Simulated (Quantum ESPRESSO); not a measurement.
# Pd (Im-3m) in Quantum ESPRESSO: phonons with PBEsol

Aim: the phonons of Pd with PBEsol.

Everything below comes from runs of Quantum ESPRESSO 7.5. Logs are shortened: lines on timing, memory, paths and dates and some standing lists are left out, and cuts for length are marked.

**1. Starting point**

The structure is cubic, space group Im-3m (No. 229). The conventional cell has a = 3.145 Å, b = 3.145 Å, c = 3.145 Å, α = 90.00°, β = 90.00°, γ = 90.00°. Pd (site symmetry m-3m) has 8 Pd at 2.72 Å as nearest neighbours.

This isn't the form of Pd at room conditions, which is fcc.

**2. Phonons, PBEsol**

File pw.in:

```
&CONTROL
  calculation = 'scf'
  prefix = 'pwscf'
  outdir = './tmp'
  pseudo_dir = './pseudo'
  tprnfor = .true.
  tstress = .true.
  disk_io = 'low'
/
&SYSTEM
  ibrav = 0
  nat = 1
  ntyp = 1
  ecutwfc = 45
  ecutrho = 360
  nbnd = 14
  occupations = 'smearing'
  smearing = 'gaussian'
  degauss = 0.01999163
/
&ELECTRONS
  conv_thr = 2d-10
  electron_maxstep = 120
  mixing_beta = 0.5
/
ATOMIC_SPECIES
Pd   106.4200 pd_pbesol_v1.4.uspp.F.UPF
CELL_PARAMETERS angstrom
  -1.5722810000    1.5722810000    1.5722810000
   1.5722810000   -1.5722810000    1.5722810000
   1.5722810000    1.5722810000   -1.5722810000
ATOMIC_POSITIONS angstrom
Pd     0.0000000000    0.0000000000    0.0000000000
K_POINTS automatic
12 12 12 0 0 0
```

File scf2.in:

```
&CONTROL
  calculation = 'scf'
  prefix = 'pwscf'
  outdir = './tmp'
  pseudo_dir = './pseudo'
  tprnfor = .true.
  tstress = .true.
  disk_io = 'low'
/
&SYSTEM
  ibrav = 0
  nat = 1
  ntyp = 1
  ecutwfc = 45
  ecutrho = 360
  nbnd = 14
  occupations = 'smearing'
  smearing = 'gaussian'
  degauss = 0.01999163
/
&ELECTRONS
  conv_thr = 1d-13
  electron_maxstep = 120
  mixing_beta = 0.5
  startingpot = 'file'
  startingwfc = 'file'
/
ATOMIC_SPECIES
Pd   106.4200 pd_pbesol_v1.4.uspp.F.UPF
CELL_PARAMETERS angstrom
  -1.5722810000    1.5722810000    1.5722810000
   1.5722810000   -1.5722810000    1.5722810000
   1.5722810000    1.5722810000   -1.5722810000
ATOMIC_POSITIONS angstrom
Pd     0.0000000000    0.0000000000    0.0000000000
K_POINTS automatic
12 12 12 0 0 0
```

File ph.in:

```
phonons of Pd
&INPUTPH
  prefix = 'pwscf'
  outdir = './tmp'
  tr2_ph = 1d-16
  fildyn = 'dyn'
  niter_ph = 60
  alpha_mix(1) = 0.4
/
0.0000000000 0.8660254038 0.0000000000
```

Potentials or basis: GBRV 1.5 PBEsol.

Command:

```
$ OMP_NUM_THREADS=1 pw.x -in pw.in > pw.out
$ OMP_NUM_THREADS=1 pw.x -in scf2.in > scf2.out
$ OMP_NUM_THREADS=1 ph.x -in ph.in > ph.out
```

pw.out:

```text
This program is part of the open-source Quantum ESPRESSO suite
     for quantum simulation of materials; please cite
[... 9 lines left out ...]
     --------------------
     sticks:   dense  smooth     PW     G-vecs:    dense   smooth      PW
     Sum         713     345    139                12113     4213    1061

     Using Slab Decomposition

     bravais-lattice index     =            0
     lattice parameter (alat)  =       5.1462  a.u.
     unit-cell volume          =     104.9173 (a.u.)^3
     number of atoms/cell      =            1
     number of atomic types    =            1
     number of electrons       =        16.00
     number of Kohn-Sham states=           14
     kinetic-energy cutoff     =      45.0000  Ry
     charge density cutoff     =     360.0000  Ry
     scf convergence threshold =      2.0E-10
     mixing beta               =       0.5000
     number of iterations used =            8  plain     mixing
     Exchange-correlation= SLA  PW   PSX  PSC
                           (   1   4  10   8   0   0   0)

     celldm(1)=   5.146236  celldm(2)=   0.000000  celldm(3)=   0.000000
     celldm(4)=   0.000000  celldm(5)=   0.000000  celldm(6)=   0.000000

     crystal axes: (cart. coord. in units of alat)
               a(1) = (  -0.577350   0.577350   0.577350 )
               a(2) = (   0.577350  -0.577350   0.577350 )
               a(3) = (   0.577350   0.577350  -0.577350 )

     reciprocal axes: (cart. coord. in units 2 pi/alat)
               b(1) = ( -0.000000  0.866025  0.866025 )
               b(2) = (  0.866025 -0.000000  0.866025 )
               b(3) = (  0.866025  0.866025  0.000000 )

     PseudoPot. # 1 for Pd read from file:
     pd_pbesol_v1.4.uspp.F.UPF
     Pseudo is Ultrasoft + core correction, Zval = 16.0
     Generated by new atomic code, or converted to UPF format
     Using radial grid of  887 points,  6 beta functions with:
                l(1) =   0
                l(2) =   0
                l(3) =   1
                l(4) =   1
                l(5) =   2
                l(6) =   2
     Q(r) pseudized with  8 coefficients,  rinner =    1.130   1.130   1.130
                                                       1.130   1.130

     atomic species   valence    mass     pseudopotential
     Pd               16.00   106.42000     Pd( 1.00)

     48 Sym. Ops., with inversion, found

   Cartesian axes

     site n.     atom                  positions (alat units)
         1        Pd     tau(   1) = (   0.0000000   0.0000000   0.0000000  )

     number of k points=    72  Gaussian smearing, width (Ry)=  0.0200
                       cart. coord. in units 2pi/alat
        k(    1) = (   0.0000000   0.0000000   0.0000000), wk =   0.0011574
        k(    2) = (   0.0721688   0.0721688   0.0000000), wk =   0.0138889
        k(    3) = (   0.1443376   0.1443376   0.0000000), wk =   0.0138889
        k(    4) = (   0.2165064   0.2165064   0.0000000), wk =   0.0138889
        k(    5) = (   0.2886751   0.2886751   0.0000000), wk =   0.0138889
        k(    6) = (   0.3608439   0.3608439   0.0000000), wk =   0.0138889
[... 64 lines left out ...]
        k(   71) = (  -0.8660254  -0.0721688  -0.0721688), wk =   0.0138889
        k(   72) = (  -0.8660254  -0.8660254  -0.8660254), wk =   0.0011574

     Dense  grid:    12113 G-vectors     FFT dimensions: (  32,  32,  32)

     Smooth grid:     4213 G-vectors     FFT dimensions: (  24,  24,  24)

     Initial potential from superposition of free atoms

     starting charge      15.5000, renormalised to      16.0000

     negative rho (up, down):  7.593E-02 0.000E+00
     Starting wfcs are   12 randomized atomic wfcs +    2 random wfcs

     Self-consistent Calculation

     iteration #  1     ecut=    45.00 Ry     beta= 0.50
     Davidson diagonalization with overlap
     ethr =  1.00E-02,  avg # of iterations =  4.5

     negative rho (up, down):  7.617E-02 0.000E+00

     total energy              =    -198.25433283 Ry
     estimated scf accuracy    <       1.22405767 Ry

     iteration #  2     ecut=    45.00 Ry     beta= 0.50
     Davidson diagonalization with overlap
     ethr =  7.65E-03,  avg # of iterations =  2.0

     negative rho (up, down):  7.653E-02 0.000E+00

     total energy              =    -198.59430402 Ry
     estimated scf accuracy    <       0.19872635 Ry

     iteration #  3     ecut=    45.00 Ry     beta= 0.50
     Davidson diagonalization with overlap
     ethr =  1.24E-03,  avg # of iterations =  1.9

     negative rho (up, down):  7.684E-02 0.000E+00

     total energy              =    -198.63571279 Ry
     estimated scf accuracy    <       0.00153973 Ry

     iteration #  4     ecut=    45.00 Ry     beta= 0.50
     Davidson diagonalization with overlap
     ethr =  9.62E-06,  avg # of iterations =  2.7
[... 19 lines left out ...]
     negative rho (up, down):  7.710E-02 0.000E+00

     total energy              =    -198.63594362 Ry
     estimated scf accuracy    <       0.00000012 Ry

     iteration #  7     ecut=    45.00 Ry     beta= 0.50
     Davidson diagonalization with overlap
     ethr =  7.39E-10,  avg # of iterations =  2.0

     negative rho (up, down):  7.710E-02 0.000E+00

     total energy              =    -198.63594364 Ry
     estimated scf accuracy    <          7.2E-10 Ry

     iteration #  8     ecut=    45.00 Ry     beta= 0.50
     Davidson diagonalization with overlap
     ethr =  4.47E-12,  avg # of iterations =  2.1

     negative rho (up, down):  7.710E-02 0.000E+00

     End of self-consistent calculation

          k = 0.0000 0.0000 0.0000 (   555 PWs)   bands (ev):

   -32.2033 -32.2033 -32.2033  10.4039  14.5105  14.5105  14.5105  16.3817
    16.3817  37.1076  37.1076  37.1076  44.4240  44.4241

          k = 0.0722 0.0722 0.0000 (   543 PWs)   bands (ev):

   -32.2271 -32.2115 -32.2031  10.6584  14.4280  14.5142  14.6878  16.2886
    16.3885  36.7681  37.0843  37.3737  42.7468  43.4890

          k = 0.1443 0.1443 0.0000 (   539 PWs)   bands (ev):

   -32.2918 -32.2340 -32.2027  11.3536  14.2090  14.5275  15.1954  16.1222
    16.4123  35.2312  36.5308  38.0920  41.8698  41.8837

          k = 0.2165 0.2165 0.0000 (   543 PWs)   bands (ev):

   -32.3795 -32.2647 -32.2023  12.1618  13.9238  14.7690  15.9547  16.0775
    16.4578  32.3592  35.1875  39.0434  39.3571  41.4558

          k = 0.2887 0.2887 0.0000 (   549 PWs)   bands (ev):

   -32.4662 -32.2952 -32.2018  12.4590  13.6532  15.8155  16.2152  16.5193
    16.8142  29.0925  33.8138  37.0241  39.9411  41.6622

          k = 0.3608 0.3608 0.0000 (   537 PWs)   bands (ev):

   -32.5290 -32.3175 -32.2014  12.3724  13.4633  16.2482  16.5755  17.5313
    17.6168  26.1719  32.8745  35.3861  40.5505  42.0464
[... 311 lines left out ...]
          k =-0.7939-0.0722-0.1443 (   525 PWs)   bands (ev):

   -32.4716 -32.4497 -32.4071  12.7695  12.8340  16.2196  16.9549  17.3714
    24.4917  26.8311  26.8850  34.8674  34.9125  37.3521

          k = 0.0000 0.0000 0.7217 (   518 PWs)   bands (ev):

   -32.4572 -32.4440 -32.4440  12.6397  12.7093  16.9249  16.9249  17.2346
    24.0154  27.4352  27.4352  33.8907  34.3038  37.1073

          k =-0.8660-0.0722-0.0722 (   514 PWs)   bands (ev):

   -32.4681 -32.4530 -32.4449  12.5327  12.5590  17.0434  17.1633  17.4828
    25.8052  25.9262  26.8753  34.1876  34.8096  35.2937

          k =-0.8660-0.8660-0.8660 (   490 PWs)   bands (ev):

   -32.4620 -32.4620 -32.4620  12.4102  12.4102  17.4594  17.4594  17.4594
    26.2940  26.2940  26.2940  34.0643  34.3119  34.3119

     the Fermi energy is    17.2465 ev

!    total energy              =    -198.63594364 Ry
     estimated scf accuracy    <          5.7E-11 Ry
     smearing contrib. (-TS)   =      -0.00362503 Ry
     internal energy E=F+TS    =    -198.63231862 Ry

     The total energy is F=E-TS. E is the sum of the following terms:
     one-electron contribution =     -47.53216034 Ry
     hartree contribution      =      36.78407357 Ry
     xc contribution           =     -31.10416260 Ry
     ewald contribution        =    -156.78006924 Ry

     convergence has been achieved in   8 iterations

     negative rho (up, down):  7.710E-02 0.000E+00

     Forces acting on atoms (cartesian axes, Ry/au):

     atom    1 type  1   force =     0.00000000    0.00000000    0.00000000

     Total force =     0.000000     Total SCF correction =     0.000000

     Computing stress (Cartesian axis) and pressure

     negative rho (up, down):  7.710E-02 0.000E+00
          total   stress  (Ry/bohr**3)                   (kbar)     P=      -93.90
  -0.00063834  -0.00000000  -0.00000000          -93.90       -0.00       -0.00
  -0.00000000  -0.00063834  -0.00000000           -0.00      -93.90       -0.00
  -0.00000000  -0.00000000  -0.00063834           -0.00       -0.00      -93.90

=------------------------------------------------------------------------------=
   JOB DONE.
=------------------------------------------------------------------------------=
```

It took 81 s on 1 thread of Arm Neoverse V1, shared host; peak memory 0.09 GiB.

Results:

| Property | Result |
| --- | --- |
| Free energy | -2702.5797 eV |
| Pressure | -9.4 GPa |
| Band gap on the k mesh | none (metal or under the smearing width) |
| Highest phonon frequency at the q point run | 184 cm⁻¹ |

Phonon frequencies in cm⁻¹ (negative: imaginary):
```csv
q point,frequencies
"(0.500, -0.500, 0.500)",184 184 184
```

Phonon modes at q = (0.500, -0.500, 0.500) in reciprocal lattice units:
```tsv
mode	symmetry	cm⁻¹
1	T_1u	184
2	T_1u	184
3	T_1u	184
```

Caveat: the cell is more than 3 GPa from zero pressure, which shifts response properties.
